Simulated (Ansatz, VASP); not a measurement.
# Bi: VASP beside Ansatz

```
Bi
1.0
    -1.86721    1.86721    1.86721
     1.86721   -1.86721    1.86721
     1.86721    1.86721   -1.86721
Bi
1
Direct
  0.00000 0.00000 0.00000
```

Alike in both runs: functional LDA; k mesh 8 × 8 × 8; occupations gaussian, width 0.1 eV; no spin polarisation.

Ansatz relaxed the structure, and its values are those at the end. VASP's run is a single point on that final structure, the one shown.

```csv
,VASP,Ansatz
version,VASP 6.6.1,Ansatz 0.2.0
potentials or method,"VASP PAW LDA potentials, release 64 (Bi_d)","scalar-relativistic, plane waves, PAW"
plane-wave cutoff (eV),520,420
valence electrons in the cell,15,15
```

```csv
,VASP,Ansatz,Ansatz less VASP
gap on the k mesh at the Fermi level (eV),none,none,-
pressure (GPa),10.3,10.0,-0.22
```

A gap of «none» marks a metal or a gap that the smearing closes.

Caveats: spin-orbit coupling is left out, which moves the levels of the heavy elements.
